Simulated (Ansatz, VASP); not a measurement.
**One calculation of Ag, two programs**

File INCAR:

```
SYSTEM = Ag
ALGO     = Normal         ! electronic algorithm
EDIFF    = 1E-7           ! SCF threshold, eV
ENCUT    = 520            ! plane-wave cutoff, eV
GGA      = PS             ! functional
ISIF     = 2              ! what is computed and relaxed
ISMEAR   = 0              ! smearing method
LASPH    = .TRUE.         ! aspherical terms in the spheres
LCHARG   = .FALSE.        ! write CHGCAR
LREAL    = .FALSE.        ! projectors in reciprocal space
LWAVE    = .FALSE.        ! write WAVECAR
NBANDS   = 12             ! bands
NELM     = 60             ! most SCF steps
PREC     = Accurate       ! precision mode
SIGMA    = 0.15           ! smearing width, eV
```

KPOINTS

```
k-points
0
G
  20 20 20
  0 0 0
```

Contents of POSCAR:

```
Ag
1.0
    0.0000000000      2.0124535000      2.1043930000
    2.0124535000      0.0000000000      2.1043930000
    2.0124535000      2.0124535000      0.0000000000
Ag
1
Direct
    0.0000000000      0.0000000000      0.0000000000
```

Input for Ansatz:

```yaml
crystal:
  lattice:
    - [0.0, 2.0124535, 2.104393]
    - [2.0124535, 0.0, 2.104393]
    - [2.0124535, 2.0124535, 0.0]
  atoms:
    - { symbol: Ag, position: [0.0, 0.0, 0.0] }
basis:
  ecutwfc: 420
kpoints:
  mp_grid: { grid: [20, 20, 20] }
hamiltonian:
  xc: pbesol
scf:
  occupations: { method: gaussian, width: 0.15 }
output:
  forces: true
  stress: true
  eigenvalues: true
```

Change from the starting cell: strain -0.015 along x and y, +0.030 along z, atoms carried along.

Alike in both runs: task single point; functional PBEsol; k mesh 20 × 20 × 20; occupations gaussian, width 0.15 eV; no spin polarisation.

```csv
,VASP,Ansatz
version,VASP 6.6.1,Ansatz 0.2.0
potentials or method,"VASP PAW PBE potentials, release 64 (Ag)","scalar-relativistic, plane waves, PAW"
plane-wave cutoff (eV),520,420
valence electrons in the cell,11,19
```

Ansatz gave:

* gap on the k mesh at the Fermi level (eV): none
* pressure (GPa): -2.5
* largest component of the traceless stress (GPa): 1.35

Task: What did VASP give for the same quantities?

Result: gap on the k mesh at the Fermi level (eV): none; pressure (GPa): -2.7; largest component of the traceless stress (GPa): 1.34.

A gap of «none» marks a metal or a gap that the smearing closes. The functional is the same, so the differences come from potentials, cutoffs and numerics. The two sets of potentials don't hold the same shells in valence.

Caveats: the PAW data sets were made with another functional, which shifts forces and pressure a little (VASP).
